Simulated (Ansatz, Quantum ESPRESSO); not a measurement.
# C2 in line between two Al chains: ballistic transmission, part 2 of 4

Wanted: the transmission near the Fermi level and the conductance of this junction: C2 in line between two Al chains.

Quantum ESPRESSO 7.5; plane-wave DFT, LDA, GBRV ultrasoft pseudopotentials; cross-check by Ansatz 0.2.0 with PAW datasets.

So far. Step 2 (SCF with pw.x): The run needed 26 iterations to bring the estimated error under 1e-07 Ry; the largest force on any atom, held or free, is 2.44 eV/Å.

### 3. The open system

Level of this step: transmission by pwcond, lead and junction from one cell; plane-wave DFT, LDA, GBRV ultrasoft pseudopotentials (Quantum ESPRESSO).

prefixt takes both regions from one run: the lead from 0 to bdl, the scattering region from bdl to bds (units of alat). ikind = 1 puts the same lead on both sides. The program's T_tot counts both spins in a run without spin; the tables below give T per spin.

cond.in

```
&inputcond
  outdir = './out'
  prefixt = 'scf'
  tran_file = 'cond.dat'
  bdl = 0.6400000000
  bds = 4.1534400000
  ikind = 1
  ewind = 4.0
  epsproj = 1e-05
  nz1 = 7
  energy0 = 2.0
  denergy = -0.1
/
1
  0.00000000 0.00000000 1.00000000
41
```

Launch:

```
$ OMP_NUM_THREADS=1 mpirun -n 2 pwcond.x -in cond.in > cond.out
```

The program printed:

```text
[banner, memory and clock lines left out]
Program PWCOND v.7.5 starts

          URL

     ./out/scf.save/

     IMPORTANT: XC functional enforced from input :
     Exchange-correlation= PZ
                           (   1   1   0   0   0   0   0)
     Any further DFT definition will be discarded
     Please, verify this is what you really want

     negative rho (up, down):  9.269E-05 0.000E+00
     Reading collected, re-writing distributed wavefunctions

===== INPUT FILE containing all the regions =====

     GEOMETRY:

     lattice parameter (alat)  =      14.1729  a.u.
     the volume                =   11824.6510 (a.u.)^3
     the cross section         =     200.8724 (a.u.)^2
     l of the unit cell        =       4.1534 (alat)
     number of atoms/cell      =           14
     number of atomic types    =            2

     crystal axes: (cart. coord. in units of alat)
               a(1) = (  1.0000  0.0000  0.0000 )
               a(2) = (  0.0000  1.0000  0.0000 )
               a(3) = (  0.0000  0.0000  4.1534 )

   Cartesian axes

     site n.     atom                  positions (alat units)
          1        Al     tau(  1)=(  0.5000  0.5000  4.1534  )
          2        Al     tau(  2)=(  0.5000  0.5000  0.3200  )
          3        Al     tau(  3)=(  0.5000  0.5000  0.6400  )
          4        Al     tau(  4)=(  0.5000  0.5000  0.9600  )
          5        Al     tau(  5)=(  0.5000  0.5000  1.2800  )
          6        Al     tau(  6)=(  0.5000  0.5000  1.6000  )
          7        C      tau(  7)=(  0.5000  0.5000  1.8341  )
          8        C      tau(  8)=(  0.5000  0.5000  1.9994  )
          9        Al     tau(  9)=(  0.5000  0.5000  2.2334  )
         10        Al     tau( 10)=(  0.5000  0.5000  2.5534  )
         11        Al     tau( 11)=(  0.5000  0.5000  2.8734  )
         12        Al     tau( 12)=(  0.5000  0.5000  3.1934  )
         13        Al     tau( 13)=(  0.5000  0.5000  3.5134  )
         14        Al     tau( 14)=(  0.5000  0.5000  3.8334  )

     nr1s                      =           54
     nr2s                      =           54
     nr3s                      =          225
     nr1sx                     =           54
     nr2sx                     =           54
     nr3sx                     =          225
     nr1                       =           60
     nr2                       =           60
     nr3                       =          250
     nr1x                      =           60
     nr2x                      =           60
     nr3x                      =          250

 _______________________________
  Radii of nonlocal spheres:

     type       ibeta     ang. mom.          radius (alat units)
       Al         1         0                    0.1354
       Al         2         1                    0.1354
       Al         3         2                    0.1354
       C          1         0                    0.0930
       C          2         0                    0.0930
       C          3         1                    0.0930
       C          4         1                    0.0930
----- General information -----

--- T calc. with identical leads (ikind=1) ---

     nrx                       =           54
     nry                       =           54
     nz1                       =            7

     energy0               =         2.0E+00
     denergy               =        -1.0E-01
     nenergy               =         41
     ecut2d                =         3.4E+01
     ewind                 =         4.0E+00
     epsproj               =         1.0E-05

     number of k_|| points=    1
                       cryst. coord.
        k(    1) = (   0.0000000   0.0000000), wk =   1.0000000
----- Information about left/right lead -----

     nocros                   =            9
     noins                    =            9
     norb                     =           27
     norbf                    =          115
     nrz                      =           35

      iorb      type   ibeta   ang. mom.   m       position (alat)
        1        1       1        0        1   taunew(   1)=(  0.5000  0.5000  0.0000)
        2        1       2        1        1   taunew(   2)=(  0.5000  0.5000  0.0000)
        3        1       2        1        2   taunew(   3)=(  0.5000  0.5000  0.0000)
        4        1       2        1        3   taunew(   4)=(  0.5000  0.5000  0.0000)
        5        1       3        2        1   taunew(   5)=(  0.5000  0.5000  0.0000)
        6        1       3        2        2   taunew(   6)=(  0.5000  0.5000  0.0000)
        7        1       3        2        3   taunew(   7)=(  0.5000  0.5000  0.0000)
        8        1       3        2        4   taunew(   8)=(  0.5000  0.5000  0.0000)
        9        1       3        2        5   taunew(   9)=(  0.5000  0.5000  0.0000)
       10        1       1        0        1   taunew(  10)=(  0.5000  0.5000  0.3200)
       11        1       2        1        1   taunew(  11)=(  0.5000  0.5000  0.3200)
       12        1       2        1        2   taunew(  12)=(  0.5000  0.5000  0.3200)
       13        1       2        1        3   taunew(  13)=(  0.5000  0.5000  0.3200)
       14        1       3        2        1   taunew(  14)=(  0.5000  0.5000  0.3200)
       15        1       3        2        2   taunew(  15)=(  0.5000  0.5000  0.3200)
       16        1       3        2        3   taunew(  16)=(  0.5000  0.5000  0.3200)
       17        1       3        2        4   taunew(  17)=(  0.5000  0.5000  0.3200)
       18        1       3        2        5   taunew(  18)=(  0.5000  0.5000  0.3200)
       19        1       1        0        1   taunew(  19)=(  0.5000  0.5000  0.6400)
       20        1       2        1        1   taunew(  20)=(  0.5000  0.5000  0.6400)
       21        1       2        1        2   taunew(  21)=(  0.5000  0.5000  0.6400)
       22        1       2        1        3   taunew(  22)=(  0.5000  0.5000  0.6400)
       23        1       3        2        1   taunew(  23)=(  0.5000  0.5000  0.6400)
       24        1       3        2        2   taunew(  24)=(  0.5000  0.5000  0.6400)
       25        1       3        2        3   taunew(  25)=(  0.5000  0.5000  0.6400)
       26        1       3        2        4   taunew(  26)=(  0.5000  0.5000  0.6400)
       27        1       3        2        5   taunew(  27)=(  0.5000  0.5000  0.6400)
    k slab    z(k)  z(k+1)     crossing(iorb=1,norb)
    1   0.0000 0.0183 0.0183   111111111000000000000000000
    2   0.0183 0.0366 0.0183   111111111000000000000000000
    3   0.0366 0.0549 0.0183   111111111000000000000000000
    4   0.0549 0.0731 0.0183   111111111000000000000000000
    5   0.0731 0.0914 0.0183   111111111000000000000000000
[...]
101        1       2        1        3   taunew( 101)=(  0.5000  0.5000  3.1934)
      102        1       3        2        1   taunew( 102)=(  0.5000  0.5000  3.1934)
      103        1       3        2        2   taunew( 103)=(  0.5000  0.5000  3.1934)
      104        1       3        2        3   taunew( 104)=(  0.5000  0.5000  3.1934)
      105        1       3        2        4   taunew( 105)=(  0.5000  0.5000  3.1934)
      106        1       3        2        5   taunew( 106)=(  0.5000  0.5000  3.1934)
      107        1       1        0        1   taunew( 107)=(  0.5000  0.5000  3.5134)
      108        1       2        1        1   taunew( 108)=(  0.5000  0.5000  3.5134)
      109        1       2        1        2   taunew( 109)=(  0.5000  0.5000  3.5134)
      110        1       2        1        3   taunew( 110)=(  0.5000  0.5000  3.5134)
      111        1       3        2        1   taunew( 111)=(  0.5000  0.5000  3.5134)
      112        1       3        2        2   taunew( 112)=(  0.5000  0.5000  3.5134)
      113        1       3        2        3   taunew( 113)=(  0.5000  0.5000  3.5134)
      114        1       3        2        4   taunew( 114)=(  0.5000  0.5000  3.5134)
      115        1       3        2        5   taunew( 115)=(  0.5000  0.5000  3.5134)
 ngper, shell number =          545          70
 ngper, n2d =          545         128
---  E-Ef =    2.0000000  k =    0.0000000   0.0000000
---  ie =          1  ik =          1
 Nchannels of the left tip =            3
 Right moving states:
   k1(2pi/a)   k2(2pi/a)   E-Ef (eV)
   0.1622559   0.0000056   2.0000000
  -0.3729325   0.0000017   2.0000000
  -0.3729325   0.0000017   2.0000000
 Left moving states:
   k1(2pi/a)   k2(2pi/a)   E-Ef (eV)
  -0.1622559   0.0000056   2.0000000
   0.3729325   0.0000017   2.0000000
   0.3729325   0.0000017   2.0000000

 to transmit
 Band j to band i transmissions and reflections:
    j         i     |T_ij|^2    |R_ij|^2

    1 -->     1     0.02474     0.97526
    1 -->     2     0.00000     0.00000
    1 -->     3     0.00000     0.00000
   Total T_j, R_j =    0.02474  0.97526

    2 -->     1     0.00000     0.00000
    2 -->     2     0.99741     0.00151
    2 -->     3     0.00000     0.00108
   Total T_j, R_j =    0.99741  0.00259

    3 -->     1     0.00000     0.00000
    3 -->     2     0.00000     0.00108
    3 -->     3     0.99741     0.00151
   Total T_j, R_j =    0.99741  0.00259

E-Ef(ev), T(x2 spins) =    2.0000000   4.0391095
---  E-Ef =    1.9000000  k =    0.0000000   0.0000000
---  ie =          2  ik =          1
 Nchannels of the left tip =            3
 Right moving states:
   k1(2pi/a)   k2(2pi/a)   E-Ef (eV)
   0.1533952   0.0000056   1.9000000
  -0.3862206   0.0000017   1.9000000
  -0.3862206   0.0000017   1.9000000
 Left moving states:
   k1(2pi/a)   k2(2pi/a)   E-Ef (eV)
  -0.1533952   0.0000056   1.9000000
   0.3862206   0.0000017   1.9000000
   0.3862206   0.0000017   1.9000000

 to transmit
 Band j to band i transmissions and reflections:
    j         i     |T_ij|^2    |R_ij|^2

    1 -->     1     0.02963     0.97037
    1 -->     2     0.00000     0.00000
    1 -->     3     0.00000     0.00000
   Total T_j, R_j =    0.02963  0.97037

    2 -->     1     0.00000     0.00000
    2 -->     2     0.99881     0.00069
    2 -->     3     0.00000     0.00050
   Total T_j, R_j =    0.99881  0.00119

    3 -->     1     0.00000     0.00000
    3 -->     2     0.00000     0.00050
    3 -->     3     0.99881     0.00069
   Total T_j, R_j =    0.99881  0.00119

E-Ef(ev), T(x2 spins) =    1.9000000   4.0544915
---  E-Ef =    1.8000000  k =    0.0000000   0.0000000
---  ie =          3  ik =          1
 Nchannels of the left tip =            3
 Right moving states:
   k1(2pi/a)   k2(2pi/a)   E-Ef (eV)
   0.1443872   0.0000057   1.8000000
  -0.3997969   0.0000018   1.8000000
  -0.3997969   0.0000018   1.8000000
 Left moving states:
   k1(2pi/a)   k2(2pi/a)   E-Ef (eV)
  -0.1443872   0.0000057   1.8000000
   0.3997969   0.0000018   1.8000000
   0.3997969   0.0000018   1.8000000

 to transmit
 Band j to band i transmissions and reflections:
    j         i     |T_ij|^2    |R_ij|^2

    1 -->     1     0.03442     0.96558
    1 -->     2     0.00000     0.00000
    1 -->     3     0.00000     0.00000
   Total T_j, R_j =    0.03442  0.96558

    2 -->     1     0.00000     0.00000
    2 -->     2     0.99975     0.00014
    2 -->     3     0.00000     0.00011
   Total T_j, R_j =    0.99975  0.00025

    3 -->     1     0.00000     0.00000
    3 -->     2     0.00000     0.00011
    3 -->     3     0.99975     0.00014
   Total T_j, R_j =    0.99975  0.00025

E-Ef(ev), T(x2 spins) =    1.8000000   4.0678448
[... further energies and points left out ...]
---  E-Ef =   -1.8000000  k =    0.0000000   0.0000000
---  ie =         39  ik =          1
 Nchannels of the left tip =            1
 Right moving states:
   k1(2pi/a)   k2(2pi/a)   E-Ef (eV)
  -0.1050900   0.0000059  -1.8000000
 Left moving states:
   k1(2pi/a)   k2(2pi/a)   E-Ef (eV)
   0.1050900   0.0000059  -1.8000000

 to transmit
 Band j to band i transmissions and reflections:
    j         i     |T_ij|^2    |R_ij|^2

    1 -->     1     0.01454     0.98546
   Total T_j, R_j =    0.01454  0.98546

E-Ef(ev), T(x2 spins) =   -1.8000000   0.0290887
---  E-Ef =   -1.9000000  k =    0.0000000   0.0000000
---  ie =         40  ik =          1
 Nchannels of the left tip =            1
 Right moving states:
   k1(2pi/a)   k2(2pi/a)   E-Ef (eV)
  -0.1174165   0.0000059  -1.9000000
 Left moving states:
   k1(2pi/a)   k2(2pi/a)   E-Ef (eV)
   0.1174165   0.0000059  -1.9000000

 to transmit
 Band j to band i transmissions and reflections:
    j         i     |T_ij|^2    |R_ij|^2

    1 -->     1     0.01685     0.98315
   Total T_j, R_j =    0.01685  0.98315

E-Ef(ev), T(x2 spins) =   -1.9000000   0.0337000
---  E-Ef =   -2.0000000  k =    0.0000000   0.0000000
---  ie =         41  ik =          1
 Nchannels of the left tip =            1
 Right moving states:
   k1(2pi/a)   k2(2pi/a)   E-Ef (eV)
  -0.1294078   0.0000059  -2.0000000
 Left moving states:
   k1(2pi/a)   k2(2pi/a)   E-Ef (eV)
   0.1294078   0.0000059  -2.0000000

 to transmit
 Band j to band i transmissions and reflections:
    j         i     |T_ij|^2    |R_ij|^2

    1 -->     1     0.01915     0.98085
   Total T_j, R_j =    0.01915  0.98085

E-Ef(ev), T(x2 spins) =   -2.0000000   0.0383041
   T_tot     2.00000      0.40391E+01
   T_tot     1.90000      0.40545E+01
   T_tot     1.80000      0.40678E+01
   T_tot     1.70000      0.40782E+01
   T_tot     1.60000      0.40835E+01
   T_tot     1.50000      0.40804E+01
   T_tot     1.40000      0.40649E+01
   T_tot     1.30000      0.40321E+01
   T_tot     1.20000      0.39656E+01
   T_tot     1.10000      0.40368E+01
   T_tot     1.00000      0.39246E+01
   T_tot     0.90000      0.38481E+01
   T_tot     0.80000      0.37243E+01
   T_tot     0.70000      0.36289E+01
   T_tot     0.60000      0.35775E+01
   T_tot     0.50000      0.35161E+01
   T_tot     0.40000      0.34616E+01
   T_tot     0.30000      0.34478E+01
   T_tot     0.20000      0.35036E+01
   T_tot     0.10000      0.36157E+01
   T_tot    -0.00000      0.36918E+01
   T_tot    -0.10000      0.35795E+01
   T_tot    -0.20000      0.32025E+01
   T_tot    -0.30000      0.26525E+01
   T_tot    -0.40000      0.00000E+00
   T_tot    -0.50000      0.00000E+00
   T_tot    -0.60000      0.00000E+00
   T_tot    -0.70000      0.00000E+00
   T_tot    -0.80000      0.00000E+00
   T_tot    -0.90000      0.00000E+00
   T_tot    -1.00000      0.00000E+00
   T_tot    -1.10000      0.00000E+00
   T_tot    -1.20000      0.00000E+00
   T_tot    -1.30000      0.17010E-02
   T_tot    -1.40000      0.84196E-02
   T_tot    -1.50000      0.14254E-01
   T_tot    -1.60000      0.19506E-01
   T_tot    -1.70000      0.24396E-01
   T_tot    -1.80000      0.29089E-01
   T_tot    -1.90000      0.33700E-01
   T_tot    -2.00000      0.38304E-01

Note: The following floating-point exceptions are signalling: IEEE_UNDERFLOW_FLAG
Note: The following floating-point exceptions are signalling: IEEE_UNDERFLOW_FLAG
```

Elapsed: 2.8 min, on 2 MPI ranks of Arm Neoverse V2, shared host; peak memory 0.3 GiB.

This step gave:

* lead channels at the Fermi level, one spin: 2
* transmission at the Fermi level, one spin: 1.846
* conductance: 1.846 G₀

Per spin. The open channels by energy, zero at the Fermi level:

| energy (eV) | open channels |
| --- | --- |
| -2.00 | 1 |
| -1.90 | 1 |
| -1.80 | 1 |
| -1.70 | 1 |
| -1.60 | 1 |
| -1.50 | 1 |
| -1.40 | 1 |
| -1.20 | 0 |
| -1.10 | 0 |
| -1.00 | 0 |
| -0.90 | 0 |
| -0.80 | 0 |
| -0.70 | 0 |
| -0.60 | 0 |
| -0.50 | 0 |
| -0.40 | 0 |
| -0.30 | 2 |
| -0.20 | 2 |
| -0.10 | 2 |
| 0.00 | 2 |
| 0.10 | 2 |
| 0.20 | 2 |
| 0.30 | 2 |
| 0.40 | 2 |
| 0.50 | 2 |
| 0.60 | 2 |
| 0.70 | 2 |
| 0.80 | 3 |
| 0.90 | 3 |
| 1.00 | 3 |
| 1.10 | 3 |
| 1.20 | 3 |
| 1.40 | 3 |
| 1.50 | 3 |
| 1.60 | 3 |
| 1.70 | 3 |
| 1.80 | 3 |
| 1.90 | 3 |
| 2.00 | 3 |

Per spin. The transmission by energy, zero at the Fermi level:

| energy (eV) | transmission |
| --- | --- |
| -2.00 | 0.0192 |
| -1.80 | 0.0145 |
| -1.60 | 0.00975 |
| -1.40 | 0.00421 |
| -1.20 | 0 |
| -1.00 | 0 |
| -0.90 | 0 |
| -0.70 | 0 |
| -0.50 | 0 |
| -0.30 | 1.33 |
| -0.10 | 1.79 |
| 0.00 | 1.85 |
| 0.10 | 1.81 |
| 0.30 | 1.72 |
| 0.50 | 1.76 |
| 0.70 | 1.81 |
| 0.90 | 1.92 |
| 1.00 | 1.96 |
| 1.20 | 1.98 |
| 1.40 | 2.03 |
| 1.60 | 2.04 |
| 1.80 | 2.03 |
| 2.00 | 2.02 |

The program's own clock; routines nest. Time by routine:

| routine | wall time (s) | calls |
| --- | --- | --- |
| PWCOND | 165.6 | 1 |
| scatter_forw | 138.6 | 82 |
| local | 16.32 | 1 |
| compbs | 8.58 | 41 |
| compbs_2 | 7.04 | 41 |
| init | 0.93 | 1 |
| poten | 0.1 | 1 |

At no point does T exceed the number of channels.

(Part 2 of 4 ends here.)

[Logs are printed without paths, hosts, clocks, repeated set-up lines and the standing remarks that a program may print on its own settings, such as how far it seeks lower states.]

[Hosts, paths, dates, database ids (printed as entryN), source tags and the programs' standing remarks are cut or masked in the printed files.]

[Maps of the electrostatic potential energy from Ansatz leave out the sawtooth potential of an applied field or a dipole correction, so their vacuum need not be flat; planar profiles and work functions include it.]
